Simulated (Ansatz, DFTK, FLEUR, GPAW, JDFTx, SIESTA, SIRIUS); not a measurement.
**LiCl: programs and potentials compared**

```
Cl Li
1.0
     0.00000    2.56477    2.56477
     2.56477    0.00000    2.56477
     2.56477    2.56477    0.00000
Cl Li
1 1
Direct
  0.50000 0.50000 0.50000
  0.00000 0.00000 0.00000
```

Alike in all runs: task equation of state; functional PBEsol; k mesh 9 × 9 × 9; occupations fermi-dirac, width 0.05 eV; no spin polarisation; no spin-orbit coupling.

| program and potentials | plane-wave cutoff (eV) | notes | equilibrium volume (Å³/atom) | bulk modulus (GPa) |
| --- | --- | --- | --- | --- |
| SIRIUS, PseudoDojo 0.4.1 PBEsol standard (scalar relativistic) | 1030 | - | 16.22 | 35.1 |
| SIESTA, files PseudoDojo sr-pbesol-0.4.1-standard, DZP (energy shift 0.003 Ry; two zetas on semicore shells) | - | atomic basis | 16.37 | 33.6 |
| DFTK, PseudoDojo SR PBEsol 0.4.1 standard (PBEsol) | 1007 | - | 16.23 | 35.1 |
| Ansatz, all-electron LAPW, scalar-relativistic | - | - | 16.23 | 35.1 |
| JDFTx, PseudoDojo-SR-PBEsol-0.4.1-standard with smoothed tails | 1007 | - | 16.23 | 35.1 |
| FLEUR, all-electron, FLAPW | - | - | 16.23 | 35.1 |
| GPAW, PAW data sets generated for this functional | 800 | - | 16.29 | 35.0 |

The equilibrium volume spans 16.22 (SIRIUS, PseudoDojo 0.4.1 PBEsol standard (scalar relativistic)) to 16.37 Å³/atom (SIESTA, files PseudoDojo sr-pbesol-0.4.1-standard, DZP (energy shift 0.003 Ry; two zetas on semicore shells)), with all-electron results at 16.23. The bulk modulus spans 33.6 (SIESTA, files PseudoDojo sr-pbesol-0.4.1-standard, DZP (energy shift 0.003 Ry; two zetas on semicore shells)) to 35.1 GPa (SIRIUS, PseudoDojo 0.4.1 PBEsol standard (scalar relativistic)), with all-electron results at 35.1. Rows in atomic bases carry the error of their basis and grid, which can be large.

Differences between rows come from potentials, basis sets and numerical settings, since the functional is the same but for its coding. Runs on potential files found faulty are left out.
